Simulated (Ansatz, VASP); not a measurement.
**Ni: VASP beside Ansatz**

```xyz
1
Lattice="0.0000 1.7376 1.7376 1.7376 0.0000 1.7376 1.7376 1.7376 0.0000" Properties=species:S:1:pos:R:3 pbc="T T T"
Ni    0.0000    0.0000    0.0000
```

Alike in both runs: functional LDA; k mesh 13 × 13 × 13; occupations fermi-dirac, width 0.05 eV; collinear spin.

```csv
,VASP,Ansatz
version,VASP 6.6.1,Ansatz 0.2.0
potentials or method,"VASP PAW LDA potentials, release 64 (Ni), cutoff 520 eV","all-electron LAPW, scalar-relativistic"
task,single point,band structure
```

Ansatz gave:

| Quantity | Value |
| --- | --- |
| gap on the k mesh at the Fermi level (eV) | none |
| pressure (GPa) | -10.3 |
| net moment per atom (μB) | 0.62 |
| size of the moment on the site where the two differ most (μB) | 0.64 |

Task: Estimate VASP's values.

Result: gap on the k mesh at the Fermi level (eV): none; pressure (GPa): -10.1; net moment per atom (μB): 0.62; size of the moment on the site where the two differ most (μB): 0.62.

Site moments also hang on the region over which each program counts them. A gap of «none» marks a metal or a gap that the smearing closes. Ansatz ran all-electron here, so the differences hold the error of VASP's frozen core and of both bases.
